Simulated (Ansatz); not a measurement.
**SrO (zincblende): the equilibrium volume**

At what volume is SrO (zincblende) free of pressure? The start comes from a prototype table, not from a measured structure.

Computed with Ansatz 0.2.0 (DFT PBE, scalar-relativistic, plane waves, PAW, unless a step's input says otherwise).

### 1 Starting point

It takes space group F-43m (No. 216, cubic). The conventional cell has a = 5.601 Å, b = 5.601 Å, c = 5.601 Å, α = 90.00°, β = 90.00°, γ = 90.00°. Around Sr (site symmetry -43m) lie 4 O at 2.43 Å. O (site symmetry -43m) has 4 Sr at 2.43 Å as nearest neighbours.

As a file:

```cif
data_structure
_symmetry_space_group_name_H-M 'F-43m'
_symmetry_Int_Tables_number 216
_cell_length_a 5.6008
_cell_length_b 5.6008
_cell_length_c 5.6008
_cell_angle_alpha 90.000
_cell_angle_beta 90.000
_cell_angle_gamma 90.000
_cell_volume 175.69
loop_
_atom_site_label
_atom_site_type_symbol
_atom_site_symmetry_multiplicity
_atom_site_Wyckoff_symbol
_atom_site_fract_x
_atom_site_fract_y
_atom_site_fract_z
_atom_site_occupancy
Sr1 Sr 4 a 0.00000 0.00000 0.00000 1
O1 O 4 d 0.25000 0.25000 0.75000 1
```

### 2 The first run

input.yaml reads:

```yaml
crystal:
  lattice:
    - [0.0, 2.8003797457, 2.8003797457]
    - [2.8003797457, 0.0, 2.8003797457]
    - [2.8003797457, 2.8003797457, 0.0]
  atoms:
    - { symbol: Sr, position: [0.0, 0.0, 0.0] }
    - { symbol: O, position: [0.25, 0.25, 0.25] }
basis:
  ecutwfc: 420
  ecutrho_ratio: 4
kpoints:
  mp_grid: { grid: [10, 10, 10] }
hamiltonian:
  xc: pbe
scf:
  occupations: { method: gaussian, width: 0.05 }
output:
  forces: true
  stress: true
  eigenvalues: true
```

On the command line:

```console
$ ansatz run input.yaml --threads 4 --pin off --max-ram 9216MiB --backend cpu --events-out ev --progress --plain --runs-dir out
```

Further steps of the session: A step to a new volume; A step to a new volume.

What does the calculation give? Wanted: volume; pressure; conventional cell; gap on the mesh.

The runs gave:

| quantity | value |
| --- | --- |
| volume | 22.108 Å³/atom |
| pressure | 0.00 GPa |
| conventional cell | a = 5.613 Å, b = 5.613 Å, c = 5.613 Å, α = 90.00°, β = 90.00°, γ = 90.00° |
| gap on the mesh | 2.48 eV |

In words: Over the 3 runs shown the cell moved from 21.96 to 22.11 Å³/atom, a change of +0.7 %, where the pressure is zero within 0.01 GPa.

These are semilocal Kohn-Sham gaps, which aren't the measured quantity. Such gaps usually fall short of the measured ones.
